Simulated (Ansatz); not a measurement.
Pressure against volume: ZrO2

```xyz
6
Lattice="3.5961 0.0000 0.0000 0.0000 3.5961 0.0000 0.0000 0.0000 5.1770" Properties=species:S:1:pos:R:3 pbc="T T T"
Zr    0.0000    0.0000    0.0000
Zr    1.7980    1.7980    2.5885
O     0.0000    1.7980    1.0509
O     0.0000    1.7980    3.6394
O     1.7980    0.0000    1.5376
O     1.7980    0.0000    4.1261
```

Conventional cell: a = 3.596 Å, b = 3.596 Å, c = 5.177 Å, α = 90.00°, β = 90.00°, γ = 90.00°. Zr (atom 1) has 8 O at 2.08 to 2.37 Å as nearest neighbours. O (atom 3) is surrounded by 4 Zr at 2.08 to 2.37 Å.

The cell is COD entry 2300612, as deposited and not checked against the literature; nothing was relaxed.

Methods: DFT, PBEsol, all-electron LAPW, scalar-relativistic (Ansatz 0.2.0); DFT, PBEsol, PAW with Ansatz's default frozen-core files, scalar-relativistic (Ansatz 0.2.0).

For LAPW: a Γ-centred 6×6×4 k mesh, Fermi–Dirac smearing of 0.01 eV, basis error target 0.5 meV/atom, no spin polarisation. PAW takes a cutoff of 420 eV at this cell (files made with PBE, cores remade for this functional). The Ansatz runs share mesh, smearing and spin set-up. Plane-wave (PAW) pressures include the program's estimate of the Pulay term.

The cell above is scaled evenly, with fractional coordinates and shape held.

```
V/V(cell)  V (Å³/atom)  P, LAPW (GPa)  P, PAW (GPa)  gap on the k mesh, LAPW (eV)  free energy over the lowest listed, PAW (meV/atom)
   0.9400       10.489          14.81         14.85                          4.13                                                25.6
   0.9600       10.712              ?             ?                             ?                                                   ?
   0.9800       10.935           3.01          3.05                          4.02                                                 1.2
   0.9900       11.047           0.43          0.46                          3.99                                                 0.0
   1.0000       11.158          -2.02         -1.99                          3.96                                                 0.6
   1.0100       11.270          -4.35         -4.32                          3.93                                                 2.8
   1.0200       11.381          -6.55         -6.53                          3.90                                                 6.5
   1.0400       11.604         -10.63        -10.62                          3.84                                                18.5
   1.0600       11.828         -14.31        -14.30                          3.77                                                35.9
```

Q: Fill in the row V/V(cell) = 0.9600.

A: P, LAPW (GPa) = 8.60, P, PAW (GPa) = 8.64, gap on the k mesh, LAPW (eV) = 4.07, free energy over the lowest listed, PAW (meV/atom) = 9.3.

Q: What do Birch–Murnaghan fits to the pressures give?

A: LAPW: V0 = 11.07 Å³/atom, B0 = 247 GPa, B0′ = 4.2; PAW: V0 = 11.07 Å³/atom, B0 = 247 GPa, B0′ = 4.2.

PAW's V0 lies 0.01 % from the all-electron value and its B0 0.1 %. With shape and internal coordinates held, B0 is an upper bound to the relaxed modulus.
